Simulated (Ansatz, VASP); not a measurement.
# Two plane-wave programs on Al

Contents of INCAR:

```
PREC = Accurate
ENCUT = 600
EDIFF = 1E-7
ISMEAR = 0
SIGMA = 0.1
LREAL = F
LASPH = T
NELM = 100
ALGO = Normal
ISIF = 3
LWAVE = F
LCHARG = F
GGA = PE
IVDW = 12
IBRION = 2
NSW = 100
EDIFFG = -0.005
```

KPOINTS

```
regular mesh
0
Gamma
  18 18 6
```

File POSCAR:

```
Al
1.0
    2.8270770242      0.0000000000      0.0000000000
   -1.4135385121      2.4483205214      0.0000000000
    0.0000000000      0.0000000000      9.1859930700
Al
4
Direct
    0.0000000000      0.0000000000      0.0000000000
    0.3333333300      0.6666666700      0.2500000000
    0.0000000000      0.0000000000      0.5000000000
    0.6666666700      0.3333333300      0.7500000000
```

Input for Ansatz:

```yaml
crystal:
  lattice:
    - [2.8270770242, 0.0, 0.0]
    - [-1.4135385121, 2.4483205214, 0.0]
    - [0.0, 0.0, 9.18599307]
  atoms:
    - { symbol: Al, position: [0.0, 0.0, 0.0] }
    - { symbol: Al, position: [0.33333333, 0.66666667, 0.25] }
    - { symbol: Al, position: [0.0, 0.0, 0.5] }
    - { symbol: Al, position: [0.66666667, 0.33333333, 0.75] }
basis:
  ecutwfc: 420
kpoints:
  mp_grid: { grid: [18, 18, 6] }
hamiltonian:
  xc: pbe
  dispersion: d3bj
scf:
  occupations: { method: gaussian, width: 0.1 }
output:
  forces: true
  stress: true
  eigenvalues: true
relax:
  adjacent_minimum: "off"
  f_tol: 0.005
  max_steps: 80
  cell: { stress_tol: 0.05 }
```

This isn't the form of Al at room conditions, which is fcc.

Alike in both runs: task relaxation of cell and atoms; functional PBE; dispersion D3(BJ); k mesh 18 × 18 × 6; occupations gaussian, width 0.1 eV; no spin polarisation.

|  | VASP | Ansatz |
| --- | --- | --- |
| version | VASP 6.6.1 | Ansatz 0.2.0 |
| potentials or method | VASP PAW PBE potentials, release 64 (Al) | scalar-relativistic, plane waves, PAW |
| plane-wave cutoff (eV) | 600 | 420 |
| valence electrons in the cell | 12 | 12 |

|  | VASP | Ansatz | Ansatz less VASP |
| --- | --- | --- | --- |
| gap on the k mesh at the Fermi level, each at its own relaxed structure (eV) | none | none | - |
| relaxed volume (Å³/atom) | 15.85 | 15.85 | +0.005 |
| relaxed cell length with the largest relative difference (Å) | 2.814 | 2.815 | +0.0005 |

A gap of «none» marks a metal or a gap that the smearing closes.

Caveats: pairwise dispersion overbinds metals, which lowers pressure and volume.
